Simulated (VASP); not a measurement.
Input of a VASP 6.6.1 run:

The input POSCAR:

```
Zr
1.0
   -1.7908472700      1.7908472700      1.7908472700
    1.7908472700     -1.7908472700      1.7908472700
    1.7908472700      1.7908472700     -1.7908472700
Zr
1
Direct
    0.0000000000      0.0000000000      0.0000000000
```

INCAR.step1

```
PREC     = Accurate       # precision mode
ENCUT    = 600            # plane-wave cutoff, eV
EDIFF    = 1E-8           # SCF threshold, eV
ISMEAR   = 0              # smearing method
SIGMA    = 0.1            # smearing width, eV
LREAL    = False          # projectors in reciprocal space
LASPH    = True           # aspherical terms in the spheres
NELM     = 80             # most SCF steps
ALGO     = Fast           # electronic algorithm
ISIF     = 3              # what is computed and relaxed
LWAVE    = False          # write WAVECAR
LCHARG   = False          # write CHGCAR
GGA      = PS             # functional
IBRION   = 2              # ionic algorithm
NSW      = 40             # ionic steps
EDIFFG   = -0.002         # ionic threshold
```

The input INCAR.step2:

```
PREC     = Accurate       # precision mode
ENCUT    = 600            # plane-wave cutoff, eV
EDIFF    = 1E-8           # SCF threshold, eV
ISMEAR   = 0              # smearing method
SIGMA    = 0.1            # smearing width, eV
LREAL    = False          # projectors in reciprocal space
LASPH    = True           # aspherical terms in the spheres
NELM     = 80             # most SCF steps
ALGO     = Fast           # electronic algorithm
ISIF     = 3              # what is computed and relaxed
LWAVE    = False          # write WAVECAR
LCHARG   = False          # write CHGCAR
GGA      = PS             # functional
IBRION   = 6              # ionic algorithm
NFREE    = 2            
POTIM    = 0.015          # step
NSW      = 1              # ionic steps
```

Contents of KPOINTS:

```
regular mesh
0
Gamma
  16 16 16
```

Potentials or basis: VASP PAW PBE potentials, release 64 (Zr_sv).

Launch:

```console
$ cat potpaw_PBE.64/Zr_sv/POTCAR > POTCAR
$ cp INCAR.step1 INCAR
$ mpirun -np 1 vasp_std > vasp.out
$ cp CONTCAR POSCAR
$ cp INCAR.step2 INCAR
$ mpirun -np 1 vasp_std > vasp.out
```

Q: Estimate the elastic constants C11, C12, C44.

A: 81, 99, 31 GPa.

Q: Estimate the Voigt bulk modulus.

A: 93 GPa.

Q: Predict the space group after relaxing (to 0.05 Å).

A: Im-3m (No. 229).

Q: What does it give for the relaxed volume?

A: 21.85 Å³/atom.

Final structure:
```
CELL_PARAMETERS angstrom
-1.76116 1.76116 1.76116
1.76116 -1.76116 1.76116
1.76116 1.76116 -1.76116
ATOMIC_POSITIONS crystal
Zr 0.00000 0.00000 0.00000
```

Caveat: the elastic tensor has a negative eigenvalue, so either the cell is unstable as it stands or the mesh is too thin; the PAW data sets were made with another functional, which shifts forces and pressure a little.
